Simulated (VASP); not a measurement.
GaP: band structure with PBE

Crystal: GaP.

```
Ga P
1.0
     0.00000    2.82565    2.82565
     2.82565    0.00000    2.82565
     2.82565    2.82565    0.00000
Ga P
1 1
Direct
  0.00000 0.00000 0.00000
  0.25000 0.25000 0.25000
```

* Program: VASP 6.6.1
* Task: band structure
* Functional: PBE
* Potentials or basis: VASP PAW PBE potentials, release 64 (Ga_d, P)
* Cutoff: 520 eV
* k mesh: 2 × 2 × 2
* Occupations: gaussian, width 0.02 eV
* Spin: no spin polarisation
* Further INCAR settings: ALGO = Fast; EDIFF = 1e-07; NBANDS = 16

```json
{
 "Band gap on the k mesh": "0.86 eV, direct",
 "Band gap along the path": "0.86 eV, direct"
}
```

Levels at the corners of the path, in eV from the valence-band top:
```
point  band 5  band 6  band 7  band 8  band 9  band 10  band 11  band 12  band 13  band 14
    Γ  -14.76  -11.79    0.00    0.00    0.00     0.86     3.64     3.64     3.64     8.27
    X  -14.74   -9.19   -6.50   -2.42   -2.42     1.67     1.74     9.64     9.64    10.32
    X  -14.74   -9.19   -6.50   -2.42   -2.42     1.67     1.74     9.64     9.64    10.32
    W  -14.75   -9.13   -6.34   -3.19   -3.06     4.29     4.58     5.54     6.02    10.60
    W  -14.75   -9.13   -6.34   -3.19   -3.06     4.29     4.58     5.54     6.02    10.60
    K  -14.75   -9.24   -6.32   -3.51   -2.04     2.08     4.47     7.65     7.76     8.48
    K  -14.75   -9.24   -6.32   -3.51   -2.04     2.08     4.47     7.65     7.76     8.48
    Γ  -14.76  -11.79    0.00    0.00    0.00     0.86     3.64     3.64     3.64     8.27
    Γ  -14.76  -11.79    0.00    0.00    0.00     0.86     3.64     3.64     3.64     8.27
    L  -14.75  -10.00   -6.23   -1.02   -1.02     1.19     4.50     4.50     7.96    10.18
    L  -14.75  -10.00   -6.23   -1.02   -1.02     1.19     4.50     4.50     7.96    10.18
    U  -14.75   -9.24   -6.32   -3.51   -2.04     2.08     4.47     7.65     7.76     8.48
    U  -14.75   -9.24   -6.32   -3.51   -2.04     2.08     4.47     7.65     7.76     8.48
    W  -14.75   -9.13   -6.34   -3.19   -3.06     4.29     4.58     5.54     6.02    10.60
    W  -14.75   -9.13   -6.34   -3.19   -3.06     4.29     4.58     5.54     6.02    10.60
    L  -14.75  -10.00   -6.23   -1.02   -1.02     1.19     4.50     4.50     7.96    10.18
    L  -14.75  -10.00   -6.23   -1.02   -1.02     1.19     4.50     4.50     7.96    10.18
    K  -14.75   -9.24   -6.32   -3.51   -2.04     2.08     4.47     7.65     7.76     8.48
    U  -14.75   -9.24   -6.32   -3.51   -2.04     2.08     4.47     7.65     7.76     8.48
    X  -14.74   -9.19   -6.50   -2.42   -2.42     1.67     1.74     9.64     9.64    10.32
```

It took 60 s on 1 thread of Intel(R) Xeon(R) Platinum 8488C (Sapphire Rapids), with other jobs on the host, peak memory 0.23 GiB.

Caveat: the k mesh is coarse (spacing up to 0.96 Å⁻¹), so the values aren't converged; the log is that of the step along the path at fixed density, whose energy, stress, charges and moments have no meaning.
